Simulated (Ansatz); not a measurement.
A plane-wave DFT run in Ansatz 0.2.0 (scalar-relativistic PAW potentials unless the input names others): input and command.

```yaml
crystal:
  lattice:
    - [0.0, 2.13515, 2.13515]
    - [2.13515, 0.0, 2.13515]
    - [2.13515, 2.13515, 0.0]
  atoms:
    - { symbol: Mg, position: [0.0, 0.0, 0.0] }
    - { symbol: O, position: [0.5234175585, 0.4297473245, 0.4765824415] }
basis:
  ecutwfc: 420
  ecutrho_ratio: 0
kpoints:
  mp_grid: { grid: [10, 10, 10] }
hamiltonian:
  xc: pbe
scf:
  occupations: { method: gaussian, width: 0.05 }
  max_iter: 80
output:
  forces: true
  eigenvalues: true
  stress: true
```

```bash
ansatz run input.yaml --threads 1 --pin off --max-ram 2560MiB --backend cpu --events-out ev --progress --plain --runs-dir out
```

Task: What is wrong with this input?

Result: The program refuses it, because of a density cutoff too low for products of the waves, which reach up to 4 times the waves' cutoff (basis.ecutrho_ratio: not typed → 0). Without that key it is accepted.

Abridged log:
```
Error: invalid value for `basis.ecutrho_ratio`: must be in [1, 1024]; got 0
```